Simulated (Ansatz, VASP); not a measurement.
**NaF in VASP and in Ansatz**

File POSCAR:

```
NaF
1.0
    0.0000000000      2.2884505000      2.3929990000
    2.2884505000      0.0000000000      2.3929990000
    2.2884505000      2.2884505000      0.0000000000
Na F
1 1
Direct
    0.0000000000      0.0000000000      0.0000000000
    0.5000000000      0.5000000000      0.5000000000
```

Contents of INCAR.step1:

```
SYSTEM = NaF
PREC = Accurate
ENCUT = 520
ISMEAR = 0
SIGMA = 0.05
LREAL = .FALSE.
LASPH = .TRUE.
NELM = 100
NBANDS = 14
GGA = PE
ALGO = Normal
EDIFF = 1E-4
LWAVE = .TRUE.
LCHARG = .FALSE.
```

File INCAR.step2:

```
SYSTEM = NaF
PREC = Accurate
ENCUT = 520
EDIFF = 1E-6
ISMEAR = 0
SIGMA = 0.05
LREAL = .FALSE.
LASPH = .TRUE.
NELM = 100
ALGO = Normal
ISIF = 2
LWAVE = .FALSE.
LCHARG = .FALSE.
METAGGA = R2SCAN
LMIXTAU = .TRUE.
NBANDS = 14
ISTART = 1
```

The input KPOINTS:

```
Automatic mesh
0
G
  8 8 8
  0 0 0
```

Input for Ansatz:

```yaml
crystal:
  lattice:
    - [0.0, 2.2884505, 2.392999]
    - [2.2884505, 0.0, 2.392999]
    - [2.2884505, 2.2884505, 0.0]
  atoms:
    - { symbol: Na, position: [0.0, 0.0, 0.0] }
    - { symbol: F, position: [0.5, 0.5, 0.5] }
basis:
  ecutwfc: 500
kpoints:
  mp_grid: { grid: [8, 8, 8] }
hamiltonian:
  xc: r2scan
scf:
  occupations: { method: gaussian, width: 0.05 }
output:
  forces: true
  stress: true
  eigenvalues: true
```

Change from the starting cell: strain -0.015 along x and y, +0.030 along z, atoms carried along.

Alike in both runs: task single point; functional r2SCAN; k mesh 8 × 8 × 8; occupations gaussian, width 0.05 eV; no spin polarisation.

```csv
,VASP,Ansatz
version,VASP 6.6.1,Ansatz 0.2.0
potentials or method,"VASP PAW PBE potentials, release 64 (Na_pv, F)","scalar-relativistic, plane waves, PAW"
plane-wave cutoff (eV),520,500
valence electrons in the cell,14,16
```

```tsv
	VASP	Ansatz	Ansatz less VASP
gap on the k mesh at the Fermi level (eV)	7.12	7.09	-0.034
least direct gap on the mesh (eV)	7.12	7.09	-0.034
pressure (GPa)	-1.9	-1.4	+0.51
largest component of the traceless stress (GPa)	2.28	2.20	-0.087
```

The two sets of potentials don't hold the same shells in valence.

Caveats: the PAW data sets were made with another functional, which shifts forces and pressure a little (VASP).
